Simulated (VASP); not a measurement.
# Pd (Im-3m) in VASP: notebook

The runs below take Pd through single point, with PBEsol.

Program: VASP 6.6.1. These are calculated values, not measurements. Logs are shortened: lines on timing, memory, paths and dates and some standing lists are left out, and cuts for length are marked.

### Step 1. The structure

Symmetry: Im-3m, No. 229, cubic system. The conventional cell has a = 3.083 Å, b = 3.083 Å, c = 3.083 Å, α = 90.00°, β = 90.00°, γ = 90.00°. Pd (site symmetry m-3m) is surrounded by 8 Pd at 2.67 Å.

This isn't the form of Pd at room conditions, which is fcc.

### Step 2. Single point, PBEsol, collinear spin, typed start

Contents of INCAR:

```
SYSTEM = Pd
  PREC = Accurate
  ENCUT = 520
  EDIFF = 1E-6
  ISMEAR = -1
  SIGMA = 0.05
  LREAL = .FALSE.
  LASPH = .TRUE.
  NELM = 150
  ALGO = Normal
  ISIF = 2
  LWAVE = .FALSE.
  LCHARG = .TRUE.
  ISPIN = 2
  MAGMOM = 0.5 -0.5
  LORBIT = 11
  LMAXMIX = 4
  GGA = PS
  LELF = .TRUE.
  LVHAR = .TRUE.
  NBANDS = 21
```

Contents of KPOINTS:

```
regular mesh
0
G
  17 17 17
  0 0 0
```

Contents of POSCAR:

```
Pd
1.0
    3.0829156825      0.0000000000      0.0000000000
    0.0000000000      3.0829156825      0.0000000000
    0.0000000000      0.0000000000      3.0829156825
Pd
2
Direct
    0.0000000000      0.0000000000      0.0000000000
    0.5000000000      0.5000000000      0.5000000000
```

Potentials or basis: VASP PAW PBE potentials, release 64 (Pd).

Launch:

```console
> cat potpaw_PBE.64/Pd/POTCAR > POTCAR
> mpirun -np 1 vasp_std > vasp.out
```

OUTCAR:

```text
SYSTEM = Pd
   PREC = Accurate
   ENCUT = 520
   EDIFF = 1E-6
   ISMEAR = -1
   LREAL = .FALSE.
   LASPH = .TRUE.
   NELM = 150
   ISIF = 2
   ISPIN = 2
   LORBIT = 11
   GGA = PS

 ion  position               nearest neighbor table
   1  0.000  0.000  0.000-   2 2.67   2 2.67   2 2.67   2 2.67   2 2.67   2 2.67   2 2.67   2 2.67

   2  0.500  0.500  0.500-   1 2.67   1 2.67   1 2.67   1 2.67   1 2.67   1 2.67   1 2.67   1 2.67

  LATTYP: Found a simple cubic cell.
 ALAT       =     3.0829156825

  Lattice vectors:

 A1 = (   3.0829156825,   0.0000000000,   0.0000000000)
 A2 = (   0.0000000000,   3.0829156825,   0.0000000000)
 A3 = (   0.0000000000,   0.0000000000,   3.0829156825)

Analysis of symmetry for initial positions (statically):
=====================================================================
 Subroutine PRICEL returns following result:

  LATTYP: Found a body centered cubic cell.
 ALAT       =     3.0829156825

  Lattice vectors:

 A1 = (   1.5414578412,   1.5414578413,  -1.5414578412)
 A2 = (  -1.5414578412,   1.5414578412,   1.5414578412)
 A3 = (   1.5414578412,  -1.5414578412,   1.5414578413)

   2 primitive cells build up your supercell.

 Routine SETGRP: Setting up the symmetry group for a
 simple cubic supercell.

 Subroutine GETGRP returns: Found 48 space group operations
 (whereof 48 operations were pure point group operations)
 out of a pool of 48 trial point group operations.

The static configuration has the point symmetry O_h .

Analysis of symmetry for dynamics (positions and initial velocities):
=====================================================================
 Subroutine PRICEL returns following result:

  LATTYP: Found a body centered cubic cell.
 ALAT       =     3.0829156825

  Lattice vectors:

 A1 = (   1.5414578412,   1.5414578413,  -1.5414578412)
 A2 = (  -1.5414578412,   1.5414578412,   1.5414578412)
 A3 = (   1.5414578412,  -1.5414578412,   1.5414578413)

   2 primitive cells build up your supercell.

 Routine SETGRP: Setting up the symmetry group for a
 simple cubic supercell.

 Subroutine GETGRP returns: Found 48 space group operations
 (whereof 48 operations were pure point group operations)
 out of a pool of 48 trial point group operations.

The dynamic configuration has the point symmetry O_h .

Analysis of structural, dynamic, and magnetic symmetry:
=====================================================================
 Subroutine PRICEL returns following result:

  LATTYP: Found a body centered cubic cell.
 ALAT       =     3.0829156825

  Lattice vectors:

 A1 = (   1.5414578412,   1.5414578413,  -1.5414578412)
 A2 = (  -1.5414578412,   1.5414578412,   1.5414578412)
 A3 = (   1.5414578412,  -1.5414578412,   1.5414578413)

   2 primitive cells build up your supercell.

 Routine SETGRP: Setting up the symmetry group for a
 simple cubic supercell.

 Subroutine GETGRP returns: Found 48 space group operations
 (whereof 48 operations were pure point group operations)
 out of a pool of 48 trial point group operations.

The overall configuration has the point symmetry O_h .

 Subroutine INISYM returns: Found 48 space group operations
 (whereof 48 operations are pure point group operations),
 and found     2 'primitive' translations

----------------------------------------------------------------------------------------

                                     Primitive cell

  volume of cell :      14.6506

  direct lattice vectors                    reciprocal lattice vectors
     1.541457841  1.541457841 -1.541457841     0.324368261  0.324368261  0.000000000
    -1.541457841  1.541457841  1.541457841    -0.000000000  0.324368261  0.324368261
     1.541457841 -1.541457841  1.541457841     0.324368261  0.000000000  0.324368261

  length of vectors
     2.669883299  2.669883299  2.669883299     0.458725994  0.458725994  0.458725994

  position of ions in fractional coordinates (direct lattice)
     0.000000000  0.000000000  0.000000000

  ion indices of the primitive-cell ions
   primitive index   ion index
                 1           1

----------------------------------------------------------------------------------------

 KPOINTS: regular mesh

Automatic generation of k-mesh.
 Grid dimensions read from file:
 generate k-points for:   17   17   17

 Generating k-lattice:

  Cartesian coordinates                     Fractional coordinates (reciprocal lattice)
     0.019080486  0.000000000  0.000000000     0.058823529  0.000000000  0.000000000
     0.000000000  0.019080486  0.000000000     0.000000000  0.058823529  0.000000000
     0.000000000  0.000000000  0.019080486     0.000000000  0.000000000  0.058823529

  Length of vectors
     0.019080486  0.019080486  0.019080486

  Shift w.r.t. Gamma in fractional coordinates (k-lattice)
     0.000000000  0.000000000  0.000000000

 Subroutine IBZKPT returns following result:
 ===========================================

 Found    165 irreducible k-points:

 Following reciprocal coordinates:
            Coordinates               Weight
  0.000000  0.000000  0.000000      1.000000
  0.058824  0.000000  0.000000      6.000000
  0.117647  0.000000  0.000000      6.000000
  0.176471  0.000000  0.000000      6.000000
  0.235294  0.000000  0.000000      6.000000
  0.294118  0.000000  0.000000      6.000000
[... 16 lines left out ...]
  0.411765  0.117647  0.000000     24.000000
  0.470588  0.117647  0.000000     24.000000
 [... further k-points ...]
   k-points           NKPTS =    165   k-points in BZ     NKDIM =    165   number of bands    NBANDS=     21
   number of dos      NEDOS =    301   number of ions     NIONS =      2
   total plane-waves  NPLWV =  13824
   dimension x,y,z NGX =    24 NGY =   24 NGZ =   24
   dimension x,y,z NGXF=    48 NGYF=   48 NGZF=   48
   ions per type =               2
   NGX,Y,Z   is equivalent  to a cutoff of  12.94, 12.94, 12.94 a.u.
   NGXF,Y,Z  is equivalent  to a cutoff of  25.88, 25.88, 25.88 a.u.
 SYSTEM =  Pd
   PREC   = accura    normal or accurate (medium, high low for compatibility)
   ISTART =      0    job   : 0-new  1-cont  2-samecut
   ICHARG =      2    charge: 1-file 2-atom 10-const
   ISPIN  =      2    spin polarized calculation?
   LNONCOLLINEAR =      F non collinear calculations
   LSORBIT =      F    spin-orbit coupling
   LASPH  =      T    aspherical Exc in radial PAW
   ENCUT  =  520.0 eV  38.22 Ry    6.18 a.u.   5.73  5.73  5.73*2*pi/ulx,y,z
   NELM   =    150;   NELMIN=  2; NELMDL= -5     # of ELM steps
   EDIFF  = 0.1E-05   stopping-criterion for ELM
   LREAL  =      F    real-space projection
   EDIFFG = 0.1E-04   stopping-criterion for IOM
   NSW    =      0    number of steps for IOM
   IBRION =     -1    ionic relax: 0-MD 1-quasi-New 2-CG
   NFREE  =      0    steps in history (QN), initial steepest desc. (CG)
   ISIF   =      2    stress and relaxation
   ISYM   =      2    0-nonsym 1-usesym 2-fastsym
   POTIM  = 0.5000    time-step for ionic-motion
   TEBEG  =    0.0;   TEEND  =   0.0 temperature during run
   PSTRESS=    0.0 pullay stress
   NELECT =      20.0000    total number of electrons
   NUPDOWN=      -1.0000    fix difference up-down
   EMIN   =  10.00;   EMAX   =-10.00  energy-range for DOS
   EFERMI =   0.00;   METHOD = LEGACY
   ISMEAR =    -1;   SIGMA  =   0.05  broadening in eV -4-tet -1-fermi 0-gaus
   EFERMI_NEDOS =   21; number of points for ismear=-14 and -15
   IALGO  =     38    algorithm
   IMIX   =      4    mixing-type and parameters
     AMIX     =   0.40;   BMIX     =  1.00
     AMIX_MAG =   1.60;   BMIX_MAG =  1.00
  volume/ion in A,a.u.               =      14.65        98.87
  Fermi-wavevector in a.u.,A,eV,Ry     =   1.441418  2.723884 28.268620  2.077685
  Thomas-Fermi vector in A             =   2.560052
   LORBIT       =     11    0 simple, 1 ext, 2 COOP (PROOUT), +10 PAW based schemes
   GGA     = PS    functional components
   LHFCALC =     F    Hartree Fock is set to
   AEXX    =    0.0000 exact exchange contribution
   IVDW    =     0    specifies the selected vdW correction
   LEPSILON=     F    determine dielectric tensor
   LRPA    =     F    only Hartree local field effects (RPA)
 spin polarized calculation
  energy-cutoff  :      520.00
  volume of cell :       29.30
 maximum number of plane-waves:       804
 NGX is ok and might be reduce to    24
   NGX = 11   NGY = 11   NGZ = 11

 number of electron      20.0000003 magnetization      -0.0000000

 number of electron      20.0000003 magnetization       0.0000000

 Free energy of the ion-electron system (eV)
  ---------------------------------------------------
  ext. energy  EPLUGINS =         0.00000000
  ---------------------------------------------------
  free energy    TOTEN  =       -11.82273741 eV

  energy without entropy =      -11.80140759  energy(sigma->0) =      -11.81207250

 E-fermi :   9.7128     XC(G=0): -13.4177

 val. band max:        9.7057640148   @ k =   0.4706   0.2941   0.0000
 cond. band min:       9.7152143275   @ k =   0.0588   0.0588   0.0000
 fundamental gap:      0.0094503127
 Fermi energy:         9.7128088411

 spin component 1

 k-point     1 :       0.0000    0.0000    0.0000
  band No.  band energies     occupation
      1       2.4499      1.00000
      2       4.3970      1.00000
      3       4.3970      1.00000
      4       6.7203      1.00000
      5       6.7203      1.00000
      6       6.7203      1.00000
[... 13 lines left out ...]
     20      29.0718      0.00000
     21      35.9819      0.00000

 k-point     2 :       0.0588    0.0000    0.0000
  band No.  band energies     occupation
      1       2.5174      1.00000
      2       4.4281      1.00000
      3       4.4406      1.00000
      4       6.7215      1.00000
      5       6.7215      1.00000
      6       6.7441      1.00000
[... 13 lines left out ...]
     20      29.1542      0.00000
     21      35.9664      0.00000
[... 487 lines left out ...]
      5       6.7590      1.00000
      6       7.2285      1.00000
[... 13 lines left out ...]
     20      31.0896      0.00000
     21      35.5727      0.00000

 k-point    24 :       0.4706    0.1176    0.0000
  band No.  band energies     occupation
      1       5.3045      1.00000
      2       5.4859      1.00000
      3       6.2609      1.00000
      4       6.5443      1.00000
      5       6.7499      1.00000
      6       6.9614      1.00000
[... 13 lines left out ...]
     20      30.2839      0.00000
     21      35.9279      0.00000

 [... further k-points ...]

 spin component 2

 k-point     1 :       0.0000    0.0000    0.0000
  band No.  band energies     occupation
      1       2.4499      1.00000
      2       4.3970      1.00000
      3       4.3970      1.00000
      4       6.7203      1.00000
      5       6.7203      1.00000
      6       6.7203      1.00000
[... 13 lines left out ...]
     20      29.0718      0.00000
     21      35.9782      0.00000

 k-point     2 :       0.0588    0.0000    0.0000
  band No.  band energies     occupation
      1       2.5174      1.00000
      2       4.4281      1.00000
      3       4.4406      1.00000
      4       6.7215      1.00000
      5       6.7215      1.00000
      6       6.7441      1.00000
[... 13 lines left out ...]
     20      29.1542      0.00000
     21      35.9671      0.00000
[... 487 lines left out ...]
      5       6.7590      1.00000
      6       7.2285      1.00000
[... 13 lines left out ...]
     20      31.0896      0.00000
     21      35.5663      0.00000

 k-point    24 :       0.4706    0.1176    0.0000
  band No.  band energies     occupation
      1       5.3045      1.00000
      2       5.4859      1.00000
      3       6.2609      1.00000
      4       6.5443      1.00000
      5       6.7499      1.00000
      6       6.9614      1.00000
[... 13 lines left out ...]
     20      30.2839      0.00000
     21      35.9727      0.00000

 [... further k-points ...]

------------------------ aborting loop because EDIFF is reached ----------------------------------------

  FORCE on cell =-STRESS in cart. coord.  units (eV):
  Direction    XX          YY          ZZ          XY          YZ          ZX
  --------------------------------------------------------------------------------------
  -------------------------------------------------------------------------------------
  Total       -0.0305768     -0.0305768     -0.0305768     -0.0000000     -0.0000000      0.0000000
  in kB       -1.6719297     -1.6719297     -1.6719297     -0.0000000     -0.0000000      0.0000000
  external PRESSURE =      -1.6719297 kB  Pullay stress =       0.0000000 kB

 VOLUME and BASIS-vectors are now :
 -----------------------------------------------------------------------------
  energy-cutoff  :      520.00
  volume of cell :       29.30
      direct lattice vectors                 reciprocal lattice vectors
     3.082915682  0.000000000  0.000000000     0.324368261  0.000000000  0.000000000
     0.000000000  3.082915682  0.000000000     0.000000000  0.324368261  0.000000000
     0.000000000  0.000000000  3.082915682     0.000000000  0.000000000  0.324368261

 POSITION                                       TOTAL-FORCE (eV/Angst)
 -----------------------------------------------------------------------------------
      0.00000      0.00000      0.00000         0.000000      0.000000      0.000000
      1.54146      1.54146      1.54146        -0.000000     -0.000000     -0.000000
 -----------------------------------------------------------------------------------
    total drift:                                0.000000      0.000000     -0.000000

  FREE ENERGIE OF THE ION-ELECTRON SYSTEM (eV)
  ---------------------------------------------------
  free  energy   TOTEN  =       -11.8227374146 eV

  energy  without entropy=      -11.8014075941  energy(sigma->0) =      -11.81207250

 total charge

# of ion       s       p       d       tot
------------------------------------------
    1        0.485   0.480   8.484   9.449
    2        0.485   0.480   8.484   9.449
--------------------------------------------------
tot          0.970   0.961  16.967  18.898

 magnetization (x)

# of ion       s       p       d       tot
------------------------------------------
    1        0.000   0.000  -0.000   0.000
    2       -0.000  -0.000   0.000  -0.000
--------------------------------------------------
tot          0.000   0.000   0.000   0.000
```

It took 48 s on 1 thread of Intel Xeon Platinum 8559C (Emerald Rapids), shared host; peak memory 0.25 GiB.

Results:

```
Free energy                                           : -11.8227 eV
Pressure                                              : -0.2 GPa
Band gap on the k mesh                                : none (metal or under the smearing width)
Net moment                                            : 0.00 μB per cell
Valence electrons inside the program's atomic spheres : Pd 9.45
```

Caveat: the PAW data sets were made with another functional, which shifts forces and pressure a little.

(Part 1 of 2 ends here.)
